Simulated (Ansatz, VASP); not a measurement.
# CdTe in VASP and in Ansatz

```
Cd Te
1.0
     0.00000    3.32419    3.32419
     3.32419    0.00000    3.32419
     3.32419    3.32419    0.00000
Cd Te
1 1
Direct
  0.00000 0.00000 0.00000
  0.25000 0.25000 0.25000
```

Alike in both runs: task single point; functional LDA; k mesh 10 × 10 × 10; occupations gaussian, width 0.02 eV; no spin polarisation.

|  | VASP | Ansatz |
| --- | --- | --- |
| version | VASP 6.6.1 | Ansatz 0.2.0 |
| potentials or method | VASP PAW LDA potentials, release 64 (Cd, Te) | scalar-relativistic, plane waves, PAW |
| plane-wave cutoff (eV) | 520 | 450 |
| valence electrons in the cell | 18 | 36 |

|  | VASP | Ansatz | Ansatz less VASP |
| --- | --- | --- | --- |
| gap on the k mesh at the Fermi level (eV) | 0.33 | 0.29 | -0.037 |
| least direct gap on the mesh (eV) | 0.33 | 0.29 | -0.037 |
| pressure (GPa) | -3.7 | -3.9 | -0.17 |

The two sets of potentials don't hold the same shells in valence.

Caveats: spin-orbit coupling is left out, which moves the levels of the heavy elements.
